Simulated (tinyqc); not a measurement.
Worked calculation: Hueckel theory of the pi electrons, for the molecule c1c[nH]cn1 (SMILES; centres numbered as the heavy atoms are written). One step of it, computed by the program tinyqc.

Question. Energy, charges, bond orders. E = sum n x; q_r = z_r - P_rr; bond order p = P_rs; free valence = sqrt(3) - sum of p over the bonds of the atom.

x values: [2.373686, 1.378490, 0.673620, -0.958564, -1.467232]

occupations: [2.000000, 2.000000, 2.000000, 0.000000, 0.000000]

charge and bond-order matrix P, order 1C, 2C, 3N, 4C, 5N:
```
[[1.067934, 0.805366, -0.195031, -0.170170, 0.528939],
 [0.805366, 1.036863, 0.430631, -0.385967, -0.124954],
 [-0.195031, 0.430631, 1.702118, 0.487151, -0.215021],
 [-0.170170, -0.385967, 0.487151, 0.905899, 0.758881],
 [0.528939, -0.124954, -0.215021, 0.758881, 1.287187]]
```

Centres:
```
centre  z_r, pi electrons of the neutral centre         h
1C                                            1  0.000000
2C                                            1  0.000000
3N                                            2  1.500000
4C                                            1  0.000000
5N                                            1  0.500000
```

Bonds:
```
i  j         k
1  2         1
2  3  0.800000
3  4  0.800000
4  5         1
5  1  1.000000
```

Give: pi energy = 6 alpha + this times beta; pi charges; Bond orders and lengths from R = 1.517 - 0.180 p; free valence of the carbons; gap between the highest filled and the next level.

Answer.

pi energy = 6 alpha + this times beta = 8.8516

pi charges: [-0.0679, -0.0369, 0.2979, 0.0941, -0.2872]

Bond orders and lengths from R = 1.517 - 0.180 p (angstrom, C-C alone):
```
bond       p       R
1-2   0.8054  1.3720
2-3   0.4306       -
3-4   0.4872       -
4-5   0.7589       -
5-1   0.5289       -
```

free valence of the carbons: [0.3977, 0.4961, 0.4860]

gap between the highest filled and the next level = 1.6322 |beta|
